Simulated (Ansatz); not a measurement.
# LiH: input, output and frames of a trajectory

Level of theory: DFT PBE, scalar-relativistic, plane waves, PAW in Ansatz. The runs took a 420 eV cutoff, a shifted (0.5, 0.5, 0.5 steps) 2×2×2 mesh and Fermi–Dirac smearing (0.16 eV). The mesh is coarse. No spin polarisation.

16 atoms, starting at 1.06 times the perfect crystal's volume (space group Fm-3m, the cell as given, not relaxed at this level); constant energy, velocities drawn at 1800 K, fixed cell; 123 steps of 0.5 fs. The run is short and not equilibrated.

The calculation finished and met its thresholds.

Command:
```bash
ansatz run input.yaml --threads 4 --pin off --max-ram 5120MiB --backend cpu --events-out ev --progress --plain --runs-dir out
```

Input:
```yaml
crystal:
  lattice:
    - [-4.1447261231, 4.1447261231, 0.0]
    - [-4.1447261231, 0.0, 4.1447261231]
    - [0.0, 4.1447261231, 4.1447261231]
  atoms:
    - { symbol: Li, position: [0.0, 0.0, 0.0] }
    - { symbol: Li, position: [0.5, 0.0, 0.0] }
    - { symbol: Li, position: [0.0, 0.5, 0.0] }
    - { symbol: Li, position: [0.0, 0.0, 0.5] }
    - { symbol: Li, position: [0.5, 0.5, 0.0] }
    - { symbol: Li, position: [0.5, 0.0, 0.5] }
    - { symbol: Li, position: [0.0, 0.5, 0.5] }
    - { symbol: Li, position: [0.5, 0.5, 0.5] }
    - { symbol: H, position: [0.75, 0.75, 0.75] }
    - { symbol: H, position: [0.25, 0.75, 0.75] }
    - { symbol: H, position: [0.75, 0.25, 0.75] }
    - { symbol: H, position: [0.75, 0.75, 0.25] }
    - { symbol: H, position: [0.25, 0.25, 0.75] }
    - { symbol: H, position: [0.25, 0.75, 0.25] }
    - { symbol: H, position: [0.75, 0.25, 0.25] }
    - { symbol: H, position: [0.25, 0.25, 0.25] }
basis:
  ecutwfc: 420
kpoints:
  mp_grid: { grid: [2, 2, 2], shift: [0.5, 0.5, 0.5] }
hamiltonian:
  xc: pbe
scf:
  occupations: { method: fermi_dirac, width: 0.1551 }
  lower_state_search: "off"
  convergence: { dr2_threshold: 1.0e-07 }
output:
  forces: true
  stress: true
md:
  timestep: 0.5
  n_steps: 123
  ensemble: nve
  temperature: 1800.0
  initial_velocities: maxwell_boltzmann
  seed: 67061
```

Output (its end):
```
...
SCF converged after 5 iterations
Free energy (F): -1768.973459 eV
Harris-Foulkes:  -1768.973459 eV  (|F-HF|=3.72e-9)
Internal energy: -1768.973428 eV  (E = F + TS)
E sigma→0 (E₀):  -1768.973444 eV
Entropy (-TS):   -0.000031 eV (-0.002 meV/atom)
Fermi energy:    1.980602 eV
--- Per-component energies (eV) ---
  E_band       = -735.600651
  E_kinetic    = 288.351360
  E_local      = -1075.180372  (includes V_loc(G=0)·N_el)
  E_nonlocal   = -253.541815
  E_hartree    = 309.771678
  E_xc         = -161.048395
  E_vxc        = -207.839547  (∫ρ·V_xc dr)
  E_paw        = -172.442956  (= ΣΔE_a)
  E_vpaw       = -106.924904  (= ΣTr[D̂ρ^β])
  E_aug_tail   = -0.009463  (compensation charges beyond the density's cutoff)
  E_ewald      = -704.873466
  E_smearing   = -0.000031  (= −TS)
  E_closure    = 0.000000  (closes the sum)
  Σ components = -1768.973459   (vs F -1768.973459, Δ=0.00e0)
--- Forces (eV/Å), atoms counted from 1 ---
  atom   1  Li     0.13975531    -0.39874068    -0.40341431
  atom   2  Li     0.45646594     0.55525811     0.12491352
  atom   3  Li     0.30941285    -0.40387920    -0.45662442
  atom   4  Li     0.11185283    -0.01434647     0.69921877
  atom   5  Li    -0.80408258     0.05784976    -0.21075121
  atom   6  Li    -0.08388921    -0.17123418     0.30812360
  atom   7  Li     0.52511522     0.76988203    -0.02102941
  atom   8  Li    -0.64116169    -0.29485004    -0.14438816
  atom   9  H      0.18664854     0.18226557     0.62004508
  atom  10  H     -0.24920846     0.37738008    -0.01582595
  atom  11  H     -0.29673471    -0.37173408     0.16276596
  atom  12  H      0.08374648    -0.76030107    -0.17146122
  atom  13  H     -0.46229310    -0.15915422    -0.27623229
  atom  14  H      0.08000171     0.59858961    -0.29721887
  atom  15  H     -0.06316669    -0.05332171     0.56155091
  atom  16  H      0.70753925     0.08634225    -0.47970521
  max |Σ_I F_I| component: 3.32e-5 eV/Å
--- Stress (GPa, compression-positive) ---
        0.494034       2.122960       0.984051
        2.122959       2.792975       1.209273
        0.984050       1.209272       0.437916
  P = ⅓ Tr σ = 1.2416 GPa (12.416 kbar)
--- MD trajectory: 123 steps, t = 0.0 → 61.5 fs ---
  final state: T = 743.2 K   F+E_penalty+E_count = -1768.97345923 eV   E_kin = 1.440938 eV
  conserved energy: peak-to-peak 1.952e-3 eV (1.220e-4 eV/atom) over 61.5 fs
```

Frames along the run (Å, eV/Å; dE is the potential energy from the first frame):

```xyz
16
Lattice="-4.145 4.145 0.000 -4.145 0.000 4.145 0.000 4.145 4.145" Properties=species:S:1:pos:R:3:forces:R:3 pbc="T T T" time_fs=0.00 dE_eV=0.0000 T_K=1800
Li    0.000    0.000    0.000    0.000    0.000    0.000
Li   -2.072    2.072    0.000    0.000    0.000    0.000
Li   -2.072    0.000    2.072    0.000    0.000    0.000
Li    0.000    2.072    2.072    0.000    0.000    0.000
Li   -4.145    2.072    2.072    0.000    0.000    0.000
Li   -2.072    4.145    2.072    0.000    0.000    0.000
Li   -2.072    2.072    4.145    0.000    0.000    0.000
Li   -4.145    4.145    4.145    0.000    0.000    0.000
H    -6.217    6.217    6.217    0.000    0.000    0.000
H    -4.145    4.145    6.217    0.000    0.000    0.000
H    -4.145    6.217    4.145    0.000    0.000    0.000
H    -6.217    4.145    4.145    0.000    0.000    0.000
H    -2.072    4.145    4.145    0.000    0.000    0.000
H    -4.145    2.072    4.145    0.000    0.000    0.000
H    -4.145    4.145    2.072    0.000    0.000    0.000
H    -2.072    2.072    2.072    0.000    0.000    0.000
16
Lattice="-4.145 4.145 0.000 -4.145 0.000 4.145 0.000 4.145 4.145" Properties=species:S:1:pos:R:3:forces:R:3 pbc="T T T" time_fs=4.50 dE_eV=0.5987 T_K=1491
Li   -0.028   -0.028    0.174    0.007    0.187   -0.507
Li   -2.096    2.084   -0.026    0.116   -0.036    0.131
Li   -2.089   -0.070    2.168   -0.050    0.080   -0.146
Li   -0.078    2.143    2.141    0.184   -0.052   -0.605
Li   -4.235    2.055    2.051    0.225    0.029    0.147
Li   -1.983    4.156    2.022   -0.201    0.099   -0.142
Li   -1.978    2.101    4.026   -0.339   -0.016    0.247
Li   -4.073    4.078    4.055   -0.084    0.141    0.199
H    -6.141    6.261    6.305   -0.182   -0.122   -0.175
H    -4.267    4.303    6.096    0.213   -0.315    0.318
H    -4.049    6.220    3.895   -0.300    0.113    0.527
H    -6.059    4.050    4.177   -0.367    0.374   -0.178
H    -2.161    4.073    4.463    0.257    0.122   -0.718
H    -4.148    2.228    4.103    0.049   -0.459    0.044
H    -4.233    4.215    1.902    0.144   -0.015    0.603
H    -2.241    2.223    1.993    0.329   -0.130    0.255
16
Lattice="-4.145 4.145 0.000 -4.145 0.000 4.145 0.000 4.145 4.145" Properties=species:S:1:pos:R:3:forces:R:3 pbc="T T T" time_fs=9.50 dE_eV=1.7641 T_K=891
Li   -0.059   -0.053    0.348    0.046    0.237   -1.417
Li   -2.117    2.095   -0.050    0.207   -0.081    0.274
Li   -2.108   -0.145    2.271   -0.043    0.154   -0.233
Li   -0.159    2.219    2.194    0.335   -0.123   -1.505
Li   -4.327    2.037    2.032    0.538    0.078    0.335
Li   -1.890    4.172    1.961   -0.580    0.246   -0.262
Li   -1.884    2.132    3.903   -0.679   -0.080    0.509
Li   -3.996    4.008    3.962   -0.167    0.416    0.293
H    -6.098    6.282    6.364   -0.341   -0.207   -0.220
H    -4.349    4.407    6.029    0.541   -0.560    0.369
H    -4.006    6.248    3.748   -0.347    0.180    1.253
H    -5.966    4.026    4.175   -0.528    0.498   -0.198
H    -2.203    4.021    4.655    0.369    0.166   -1.092
H    -4.142    2.295    4.066    0.010   -0.801    0.100
H    -4.302    4.293    1.867    0.127    0.071    1.476
H    -2.355    2.362    1.960    0.512   -0.193    0.316
16
Lattice="-4.145 4.145 0.000 -4.145 0.000 4.145 0.000 4.145 4.145" Properties=species:S:1:pos:R:3:forces:R:3 pbc="T T T" time_fs=14.00 dE_eV=1.7373 T_K=904
Li   -0.086   -0.067    0.467    0.029    0.415   -0.934
Li   -2.131    2.103   -0.064    0.209   -0.159    0.399
Li   -2.128   -0.207    2.355   -0.133    0.322   -0.587
Li   -0.221    2.284    2.202    0.623   -0.232   -1.206
Li   -4.395    2.023    2.025    0.773   -0.041    0.333
Li   -1.824    4.194    1.899   -0.774    0.326   -0.221
Li   -1.819    2.157    3.807   -0.895   -0.186    0.744
Li   -3.932    3.957    3.887   -0.230    0.339    0.429
H    -6.126    6.261    6.374   -0.345   -0.187   -0.152
H    -4.319    4.391    6.042    0.606   -0.537    0.298
H    -4.039    6.311    3.847   -0.293    0.240    0.808
H    -5.984    4.101    4.136   -0.427    0.302    0.059
H    -2.166    4.007    4.618    0.378    0.173   -0.751
H    -4.135    2.203    4.054   -0.086   -0.510    0.159
H    -4.338    4.373    2.098    0.085   -0.052    0.451
H    -2.357    2.448    1.992    0.480   -0.214    0.172
16
Lattice="-4.145 4.145 0.000 -4.145 0.000 4.145 0.000 4.145 4.145" Properties=species:S:1:pos:R:3:forces:R:3 pbc="T T T" time_fs=19.00 dE_eV=1.7520 T_K=897
Li   -0.114   -0.070    0.568    0.068    0.641   -0.547
Li   -2.140    2.106   -0.067    0.102   -0.331    0.503
Li   -2.154   -0.266    2.429   -0.222    0.525   -0.841
Li   -0.269    2.348    2.172    0.898   -0.408   -0.654
Li   -4.445    2.005    2.027    0.825   -0.281    0.208
Li   -1.774    4.229    1.824   -0.555    0.294   -0.013
Li   -1.776    2.179    3.726   -0.923   -0.308    1.077
Li   -3.867    3.910    3.820    0.075   -0.116    1.276
H    -6.229    6.198    6.353   -0.097   -0.015    0.007
H    -4.160    4.258    6.121    0.124   -0.187    0.062
H    -4.134    6.429    4.134    0.011    0.024    0.111
H    -6.099    4.248    4.111   -0.197   -0.056    0.374
H    -2.047    4.030    4.412    0.080    0.175   -0.216
H    -4.148    1.996    4.075   -0.185    0.184    0.122
H    -4.365    4.454    2.434   -0.248    0.031   -1.285
H    -2.254    2.496    2.061    0.244   -0.174   -0.182
16
Lattice="-4.145 4.145 0.000 -4.145 0.000 4.145 0.000 4.145 4.145" Properties=species:S:1:pos:R:3:forces:R:3 pbc="T T T" time_fs=23.50 dE_eV=2.1725 T_K=680
Li   -0.138   -0.054    0.642    0.124    0.788   -0.550
Li   -2.145    2.100   -0.054    0.016   -0.481    0.544
Li   -2.183   -0.304    2.473   -0.114    0.616   -0.659
Li   -0.287    2.393    2.123    0.985   -0.731   -0.559
Li   -4.465    1.981    2.036    0.695   -0.367    0.310
Li   -1.746    4.268    1.756   -0.386    0.095    0.312
Li   -1.764    2.190    3.684   -0.664   -0.378    1.341
Li   -3.807    3.866    3.795    0.262   -0.167    1.212
H    -6.344    6.138    6.335    0.198    0.193    0.159
H    -3.988    4.101    6.205   -0.348    0.359   -0.258
H    -4.222    6.539    4.422    0.220   -0.389   -0.304
H    -6.244    4.373    4.155   -0.010   -0.308    0.182
H    -1.923    4.087    4.175   -0.354    0.129    0.027
H    -4.195    1.841    4.117   -0.181    0.733   -0.030
H    -4.434    4.530    2.513   -0.332   -0.017   -1.212
H    -2.112    2.505    2.088   -0.114   -0.074   -0.515
16
Lattice="-4.145 4.145 0.000 -4.145 0.000 4.145 0.000 4.145 4.145" Properties=species:S:1:pos:R:3:forces:R:3 pbc="T T T" time_fs=28.50 dE_eV=2.5053 T_K=508
Li   -0.160   -0.010    0.706    0.153    0.590   -0.875
Li   -2.149    2.076   -0.022   -0.020   -0.481    0.504
Li   -2.219   -0.325    2.499    0.177    0.604   -0.321
Li   -0.274    2.419    2.051    0.942   -0.985   -0.525
Li   -4.466    1.943    2.058    0.494   -0.399    0.804
Li   -1.728    4.315    1.690   -0.331   -0.169    0.665
Li   -1.773    2.190    3.680   -0.335   -0.333    1.032
Li   -3.734    3.813    3.804   -0.117    0.304    0.378
H    -6.427    6.114    6.348    0.329    0.305    0.177
H    -3.875    4.010    6.239   -0.645    0.771   -0.499
H    -4.274    6.579    4.665    0.179   -0.380   -0.920
H    -6.409    4.445    4.236    0.088   -0.331   -0.319
H    -1.861    4.175    3.919   -0.462   -0.064    0.218
H    -4.285    1.832    4.155   -0.018    0.932   -0.194
H    -4.574    4.601    2.358    0.042   -0.349    0.179
H    -1.983    2.497    2.012   -0.477   -0.015   -0.305
16
Lattice="-4.145 4.145 0.000 -4.145 0.000 4.145 0.000 4.145 4.145" Properties=species:S:1:pos:R:3:forces:R:3 pbc="T T T" time_fs=33.00 dE_eV=2.3932 T_K=566
Li   -0.175    0.046    0.736    0.258    0.075   -1.380
Li   -2.154    2.042    0.021   -0.134   -0.319    0.335
Li   -2.247   -0.327    2.513    0.167    0.578   -0.151
Li   -0.235    2.415    1.971    0.681   -0.792   -0.305
Li   -4.451    1.897    2.099    0.449   -0.212    0.776
Li   -1.722    4.352    1.651   -0.325   -0.346    0.664
Li   -1.790    2.179    3.708   -0.090   -0.285    0.487
Li   -3.670    3.774    3.825   -0.429    0.602    0.122
H    -6.439    6.152    6.394    0.207    0.254   -0.007
H    -3.898    4.074    6.173   -0.527    0.574   -0.499
H    -4.285    6.540    4.708    0.021   -0.119   -0.968
H    -6.541    4.445    4.253    0.076   -0.132   -0.410
H    -1.895    4.242    3.732   -0.218   -0.224    0.425
H    -4.370    2.005    4.153    0.200    0.534   -0.217
H    -4.699    4.603    2.237    0.145   -0.201    0.915
H    -1.957    2.486    1.883   -0.481    0.012    0.211
16
Lattice="-4.145 4.145 0.000 -4.145 0.000 4.145 0.000 4.145 4.145" Properties=species:S:1:pos:R:3:forces:R:3 pbc="T T T" time_fs=38.00 dE_eV=2.1406 T_K=696
Li   -0.184    0.110    0.727    0.193   -0.406   -1.161
Li   -2.164    1.993    0.080   -0.340   -0.097   -0.059
Li   -2.273   -0.310    2.524   -0.058    0.600   -0.127
Li   -0.170    2.385    1.873    0.211   -0.316    0.146
Li   -4.420    1.841    2.169    0.436    0.415    0.112
Li   -1.726    4.382    1.627   -0.483   -0.451    0.351
Li   -1.813    2.159    3.754    0.087   -0.285    0.047
Li   -3.614    3.751    3.853   -0.653    1.186   -0.034
H    -6.409    6.247    6.439   -0.007   -0.021   -0.295
H    -4.031    4.260    5.992    0.048   -0.244   -0.208
H    -4.293    6.469    4.554   -0.054    0.053   -0.298
H    -6.670    4.419    4.191    0.061    0.177   -0.010
H    -1.977    4.271    3.620    0.211   -0.171    0.541
H    -4.423    2.303    4.106    0.114   -0.457   -0.051
H    -4.800    4.561    2.287    0.418   -0.024    0.440
H    -2.030    2.477    1.788   -0.185    0.040    0.606
16
Lattice="-4.145 4.145 0.000 -4.145 0.000 4.145 0.000 4.145 4.145" Properties=species:S:1:pos:R:3:forces:R:3 pbc="T T T" time_fs=42.50 dE_eV=2.3796 T_K=573
Li   -0.187    0.156    0.684   -0.035   -0.754   -0.693
Li   -2.183    1.946    0.131   -0.472    0.089   -0.320
Li   -2.297   -0.276    2.529   -0.033    0.555   -0.174
Li   -0.104    2.347    1.789   -0.060   -0.039    0.569
Li   -4.379    1.801    2.237    0.358    0.882   -0.118
Li   -1.745    4.396    1.617   -0.677   -0.484    0.203
Li   -1.832    2.132    3.797    0.115   -0.242   -0.180
Li   -3.583    3.765    3.877   -0.673    1.613   -0.158
H    -6.380    6.329    6.424   -0.094   -0.318   -0.439
H    -4.147    4.387    5.784    0.477   -0.778    0.040
H    -4.306    6.416    4.344    0.149    0.258    0.085
H    -6.773    4.429    4.128    0.086    0.364    0.294
H    -2.011    4.263    3.627    0.536    0.024    0.490
H    -4.452    2.485    4.053   -0.232   -1.244    0.184
H    -4.808    4.516    2.423    0.585    0.088   -0.323
H    -2.138    2.476    1.818   -0.031   -0.015    0.540
16
Lattice="-4.145 4.145 0.000 -4.145 0.000 4.145 0.000 4.145 4.145" Properties=species:S:1:pos:R:3:forces:R:3 pbc="T T T" time_fs=47.50 dE_eV=2.1701 T_K=681
Li   -0.191    0.184    0.613   -0.265   -0.896   -0.397
Li   -2.219    1.897    0.178   -0.475    0.244   -0.280
Li   -2.325   -0.222    2.529    0.208    0.306   -0.197
Li   -0.033    2.304    1.714   -0.118    0.045    0.872
Li   -4.322    1.785    2.308    0.269    0.666   -0.291
Li   -1.786    4.396    1.613   -0.583   -0.435    0.244
Li   -1.848    2.094    3.841    0.185   -0.060   -0.145
Li   -3.571    3.830    3.899   -0.811    0.914   -0.266
H    -6.366    6.353    6.310   -0.034   -0.304   -0.395
H    -4.177    4.370    5.568    0.374   -0.417    0.484
H    -4.285    6.413    4.127    0.359    0.333    0.167
H    -6.864    4.517    4.117    0.289    0.267    0.192
H    -1.935    4.259    3.743    0.360    0.107    0.316
H    -4.523    2.433    4.033    0.007   -0.709    0.262
H    -4.696    4.485    2.504    0.266    0.066   -0.701
H    -2.267    2.469    1.965   -0.030   -0.126    0.133
16
Lattice="-4.145 4.145 0.000 -4.145 0.000 4.145 0.000 4.145 4.145" Properties=species:S:1:pos:R:3:forces:R:3 pbc="T T T" time_fs=52.00 dE_eV=1.9411 T_K=799
Li   -0.201    0.182    0.537   -0.143   -0.774   -0.174
Li   -2.266    1.859    0.213   -0.286    0.314   -0.150
Li   -2.344   -0.163    2.523    0.332   -0.023   -0.246
Li    0.028    2.266    1.671   -0.057   -0.009    0.932
Li   -4.262    1.790    2.364    0.093    0.437   -0.383
Li   -1.841    4.383    1.616   -0.342   -0.352    0.290
Li   -1.857    2.059    3.876    0.422    0.248    0.065
Li   -3.582    3.917    3.910   -0.488    0.219   -0.526
H    -6.359    6.316    6.129    0.151   -0.057   -0.160
H    -4.131    4.268    5.470   -0.020    0.057    0.951
H    -4.198    6.476    3.963    0.274    0.171    0.131
H    -6.890    4.647    4.146    0.408   -0.127   -0.072
H    -1.801    4.273    3.911   -0.417   -0.021   -0.030
H    -4.591    2.238    4.067    0.137    0.048    0.205
H    -4.538    4.469    2.442   -0.068   -0.001   -0.619
H    -2.389    2.439    2.128    0.004   -0.130   -0.213
16
Lattice="-4.145 4.145 0.000 -4.145 0.000 4.145 0.000 4.145 4.145" Properties=species:S:1:pos:R:3:forces:R:3 pbc="T T T" time_fs=57.00 dE_eV=2.0316 T_K=753
Li   -0.216    0.155    0.447    0.390   -0.545   -0.104
Li   -2.326    1.828    0.246    0.107    0.407   -0.004
Li   -2.355   -0.099    2.508    0.322   -0.273   -0.350
Li    0.094    2.224    1.654    0.050   -0.065    0.856
Li   -4.194    1.810    2.413   -0.325    0.250   -0.287
Li   -1.914    4.357    1.630   -0.194   -0.257    0.312
Li   -1.853    2.028    3.916    0.634    0.699    0.169
Li   -3.612    4.022    3.907   -0.336   -0.097   -0.439
H    -6.316    6.262    5.897    0.301    0.159    0.232
H    -4.080    4.164    5.563   -0.189    0.311    0.642
H    -4.044    6.579    3.812    0.000   -0.130    0.116
H    -6.833    4.755    4.162    0.180   -0.743   -0.221
H    -1.755    4.283    4.087   -1.185   -0.183   -0.367
H    -4.639    2.031    4.145    0.081    0.527   -0.080
H    -4.373    4.452    2.245   -0.143   -0.050   -0.036
H    -2.518    2.380    2.262    0.308   -0.008   -0.440
16
Lattice="-4.145 4.145 0.000 -4.145 0.000 4.145 0.000 4.145 4.145" Properties=species:S:1:pos:R:3:forces:R:3 pbc="T T T" time_fs=61.50 dE_eV=2.0500 T_K=743
Li   -0.220    0.115    0.361    0.140   -0.399   -0.403
Li   -2.378    1.812    0.276    0.456    0.555    0.125
Li   -2.355   -0.049    2.485    0.309   -0.404   -0.457
Li    0.155    2.184    1.665    0.112   -0.014    0.699
Li   -4.142    1.836    2.450   -0.804    0.058   -0.211
Li   -1.985    4.325    1.651   -0.084   -0.171    0.308
Li   -1.832    2.020    3.958    0.525    0.770   -0.021
Li   -3.649    4.113    3.890   -0.641   -0.295   -0.144
H    -6.221    6.242    5.733    0.187    0.182    0.620
H    -4.072    4.131    5.776   -0.249    0.377   -0.016
H    -3.904    6.649    3.700   -0.297   -0.372    0.163
H    -6.741    4.713    4.135    0.084   -0.760   -0.171
H    -1.927    4.258    4.179   -0.462   -0.159   -0.276
H    -4.664    1.944    4.202    0.080    0.599   -0.297
H    -4.253    4.427    2.057   -0.063   -0.053    0.562
H    -2.571    2.324    2.295    0.708    0.086   -0.480
```